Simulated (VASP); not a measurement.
KMgF3, 5 atoms in the cell. The structure is cubic, space group Pm-3m (No. 221). Conventional cell: a = 3.986 Å, b = 3.986 Å, c = 3.986 Å, α = 90.00°, β = 90.00°, γ = 90.00°. K (site symmetry m-3m) is surrounded by 12 F at 2.82 Å. Around Mg (site symmetry m-3m) lie 6 F at 1.99 Å. Around F (site symmetry 4/mmm) lie 2 Mg at 1.99 Å. 

* Program: VASP 6.6.1
* Task: band structure
* Functional: r2SCAN-EpsX
* Potentials or basis: VASP PAW PBE potentials, release 64 (K_sv, Mg, F)
* Cutoff: 520 eV
* k mesh: 4 × 4 × 4
* Occupations: gaussian, width 0.02 eV
* Spin: no spin polarisation
* Ladder: gaps
* Grid for exact exchange (PRECFOCK): Fast
* Exchange at q = 0: truncated
* Share of exact exchange: 0.483
* Further INCAR settings: ALGO = Normal; EDIFF = 1e-06; NBANDS = 24

Potentials or basis: VASP PAW PBE potentials, release 64 (K_sv, Mg, F).

Run with:

```console
$ cat potpaw_PBE.64/K_sv/POTCAR potpaw_PBE.64/Mg/POTCAR potpaw_PBE.64/F/POTCAR > POTCAR
$ cp INCAR.step1 INCAR
$ cp KPOINTS.step1 KPOINTS
$ mpirun -np 4 vasp_std > vasp.out
$ cp INCAR.step2 INCAR
$ cp KPOINTS.step2 KPOINTS
$ mpirun -np 4 vasp_std > vasp.out
$ cp INCAR.step3 INCAR
$ cp KPOINTS.step3 KPOINTS
$ mpirun -np 4 vasp_std > vasp.out
```

Hardware: 4 MPI ranks on Intel(R) Xeon(R) 6975P-C (Granite Rapids), on a shared host.

Problem. How long does it take, and how much memory?

Solution. It took 6.8 min on 4 MPI ranks on Intel(R) Xeon(R) 6975P-C (Granite Rapids) (shared host), peak memory 0.41 GiB a rank. Counts: scf iterations 59, k points 10.
